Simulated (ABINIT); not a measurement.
Runs of ABINIT 10.8.3 (patched build) on Co. The structure is hexagonal, space group P6_3/mmc (No. 194). Conventional cell: a = 2.472 Å, b = 2.472 Å, c = 4.021 Å, α = 90.00°, β = 90.00°, γ = 120.00°. Co (site symmetry -6m2) is surrounded by 12 Co at 2.47 Å. 

```csv
task,level,potentials or basis,U,k mesh,cutoff (eV),smearing,bands in the sums,broadening (eV),scissor shift (eV),tensor components,double counting (usepawu),mesh quality,gap on the mesh (eV),pressure (GPa),moment (μB)
optical spectrum,PBEsol,PseudoDojo NC SR PBEsol v0.4 stringent,-,"16 × 16 × 10, shifted",1306,methfessel-paxton 0.2 eV,25,0.1,0,"[11, 33]",-,not flagged,-,-8.8,3.13
optical spectrum,LDA,PseudoDojo NC SR LDA v0.4.1 standard,-,"20 × 20 × 12, shifted",1252,fermi-dirac 0.2 eV,23,0.05,0,"[11, 33]",-,not flagged,-,(a),2.79
Hubbard U by linear response,PBEsol+U,JTH PAW PBE v2.0,Co d U = 0 eV,6 × 6 × 4,599,cold (ABINIT) 0.136 eV,-,-,-,-,1,coarse,none,-,3.16
single point,PBEsol,PseudoDojo NC SR PBEsol v0.4 stringent,-,9 × 9 × 5,1306,fermi-dirac 0.05 eV,-,-,-,-,-,not flagged,none,-9.3,3.06
single point,LDA,PseudoDojo NC SR LDA v0.4.1 standard,-,9 × 9 × 5,1252,fermi-dirac 0.05 eV,-,-,-,-,-,not flagged,none,-15.7,(b)
```

Alike in all rows: spin collinear, ferromagnetic start; cell as given.

**Question.** Fill in the values left out.

**Answer.** (a) -15.6; (b) 3.03.

Caveats: some runs use coarse meshes; the intraband (Drude) term is left out (some runs); spectra need much finer meshes, so this one isn't converged (some runs); independent-particle spectra lack excitons (some runs); so large a pressure means that the cell lies far from this level's equilibrium, or that cutoff or potentials fall short (some runs); the shifted atom has its images in every cell, so this scalar value isn't converged in cell size and belongs to these projectors alone (some runs); the PAW data sets were made with another functional, which shifts forces and pressure a little (some runs); the U is typed as a test and isn't derived for this compound (some runs).

A gap of «none» marks a metal or a gap under the smearing width.

Runs at the PBE level aren't shown here.
